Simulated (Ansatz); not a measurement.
Relaxed free-standing sheet of Bi2Se3:

```yaml
crystal:
  lattice:
    - [4.12434, 0.00000, 0.00000]
    - [-2.06217, 3.57179, 0.00000]
    - [0.00000, 0.00000, 39.98244]
  periodic: [true, true, false]
  atoms:
    - { symbol: Se, position: [0.00000, 0.00000, 0.41202] }
    - { symbol: Bi, position: [0.33333, 0.66667, 0.45153] }
    - { symbol: Se, position: [0.66667, 0.33333, 0.50000] }
    - { symbol: Bi, position: [0.00000, 0.00000, 0.54847] }
    - { symbol: Se, position: [0.33333, 0.66667, 0.58798] }
```

Method: Ansatz, DFT PBE+D3(BJ), scalar-relativistic, plane waves, PAW. Settings: cutoff 420 eV, Γ-centred mesh 12×12×1 on the computed 5-atom cell, Gaussian smearing of 0.02 eV; no spin polarisation. The sheet is isolated along c (Coulomb cut-off).

* Band gap on the sampled k points: 0.94 eV
* Least direct gap: 1.30 eV
* Ionisation potential from the Kohn-Sham band edge: 5.94 eV
* Electron affinity from the Kohn-Sham band edge: 5.00 eV
* Bader charges (e): Se1 -0.62, Bi2 1.04, Se3 -0.84, Bi4 1.04, Se5 -0.62

Path Γ–M–K–Γ, 16 steps a segment; levels in eV from the Fermi level, bands counted among those of the PAW valence electrons:

| k (1/Å) | point | band 37 | band 38 | band 39 | band 40 | band 41 | band 42 |
| --- | --- | --- | --- | --- | --- | --- | --- |
| 0.000 | Γ | -1.11 | -1.11 | -0.83 | 0.47 | 1.72 | 1.72 |
| 0.055 |  | -1.12 | -1.10 | -0.74 | 0.57 | 1.61 | 1.74 |
| 0.110 |  | -1.09 | -0.98 | -0.59 | 0.78 | 1.47 | 1.78 |
| 0.165 |  | -1.07 | -0.83 | -0.52 | 0.95 | 1.52 | 1.86 |
| 0.220 |  | -1.06 | -0.68 | -0.57 | 1.07 | 1.75 | 1.95 |
| 0.275 |  | -1.06 | -0.74 | -0.57 | 1.17 | 1.96 | 2.04 |
| 0.330 |  | -1.07 | -0.96 | -0.50 | 1.24 | 2.05 | 2.13 |
| 0.385 |  | -1.20 | -1.09 | -0.48 | 1.25 | 2.17 | 2.21 |
| 0.440 |  | -1.42 | -1.12 | -0.51 | 1.23 | 2.27 | 2.31 |
| 0.495 |  | -1.58 | -1.15 | -0.58 | 1.23 | 2.31 | 2.43 |
| 0.550 |  | -1.59 | -1.18 | -0.67 | 1.23 | 2.34 | 2.50 |
| 0.605 |  | -1.56 | -1.20 | -0.78 | 1.24 | 2.36 | 2.51 |
| 0.660 |  | -1.54 | -1.23 | -0.87 | 1.24 | 2.37 | 2.48 |
| 0.715 |  | -1.53 | -1.25 | -0.95 | 1.25 | 2.37 | 2.45 |
| 0.770 |  | -1.53 | -1.26 | -1.01 | 1.25 | 2.37 | 2.42 |
| 0.825 |  | -1.53 | -1.27 | -1.04 | 1.25 | 2.37 | 2.40 |
| 0.880 | M | -1.53 | -1.28 | -1.05 | 1.25 | 2.37 | 2.39 |
| 0.911 |  | -1.53 | -1.29 | -1.03 | 1.27 | 2.34 | 2.39 |
| 0.943 |  | -1.53 | -1.30 | -0.99 | 1.33 | 2.27 | 2.40 |
| 0.975 |  | -1.53 | -1.32 | -0.94 | 1.42 | 2.18 | 2.42 |
| 1.006 |  | -1.53 | -1.33 | -0.88 | 1.53 | 2.10 | 2.45 |
| 1.038 |  | -1.53 | -1.32 | -0.82 | 1.64 | 2.04 | 2.49 |
| 1.070 |  | -1.54 | -1.28 | -0.78 | 1.74 | 2.01 | 2.54 |
| 1.102 |  | -1.55 | -1.23 | -0.76 | 1.82 | 2.01 | 2.61 |
| 1.133 |  | -1.56 | -1.17 | -0.76 | 1.87 | 2.05 | 2.67 |
| 1.165 |  | -1.58 | -1.11 | -0.78 | 1.90 | 2.11 | 2.72 |
| 1.197 |  | -1.61 | -1.05 | -0.80 | 1.91 | 2.19 | 2.74 |
| 1.229 |  | -1.65 | -0.99 | -0.83 | 1.90 | 2.28 | 2.74 |
| 1.260 |  | -1.69 | -0.95 | -0.85 | 1.88 | 2.37 | 2.73 |
| 1.292 |  | -1.73 | -0.91 | -0.87 | 1.86 | 2.46 | 2.71 |
| 1.324 |  | -1.77 | -0.89 | -0.88 | 1.85 | 2.54 | 2.68 |
| 1.356 |  | -1.79 | -0.88 | -0.88 | 1.83 | 2.60 | 2.66 |
| 1.387 | K | -1.80 | -0.88 | -0.88 | 1.83 | 2.63 | 2.63 |
| 1.451 |  | -1.77 | -0.90 | -0.86 | 1.85 | 2.58 | 2.64 |
| 1.514 |  | -1.69 | -0.95 | -0.84 | 1.90 | 2.50 | 2.59 |
| 1.578 |  | -1.58 | -0.99 | -0.82 | 1.96 | 2.41 | 2.50 |
| 1.641 |  | -1.49 | -1.00 | -0.80 | 2.02 | 2.30 | 2.44 |
| 1.705 |  | -1.40 | -0.96 | -0.79 | 2.05 | 2.17 | 2.40 |
| 1.768 |  | -1.35 | -0.89 | -0.78 | 2.01 | 2.07 | 2.40 |
| 1.832 |  | -1.34 | -0.79 | -0.75 | 1.88 | 2.03 | 2.45 |
| 1.895 |  | -1.35 | -0.73 | -0.67 | 1.74 | 1.96 | 2.50 |
| 1.959 |  | -1.39 | -0.69 | -0.57 | 1.62 | 1.88 | 2.42 |
| 2.022 |  | -1.41 | -0.65 | -0.51 | 1.53 | 1.81 | 2.19 |
| 2.086 |  | -1.40 | -0.60 | -0.51 | 1.45 | 1.78 | 1.91 |
| 2.149 |  | -1.32 | -0.59 | -0.54 | 1.32 | 1.64 | 1.81 |
| 2.213 |  | -1.22 | -0.73 | -0.50 | 1.12 | 1.45 | 1.84 |
| 2.276 |  | -1.15 | -0.92 | -0.56 | 0.86 | 1.43 | 1.80 |
| 2.340 |  | -1.11 | -1.10 | -0.72 | 0.59 | 1.58 | 1.74 |
| 2.403 | Γ | -1.11 | -1.11 | -0.83 | 0.47 | 1.72 | 1.72 |

Spin-orbit coupling is left out, which matters for the bands of heavy elements.

Cost: 1 run of about 3.5 core-minutes, on Intel Xeon Platinum 8488C (Sapphire Rapids) (shared hosts).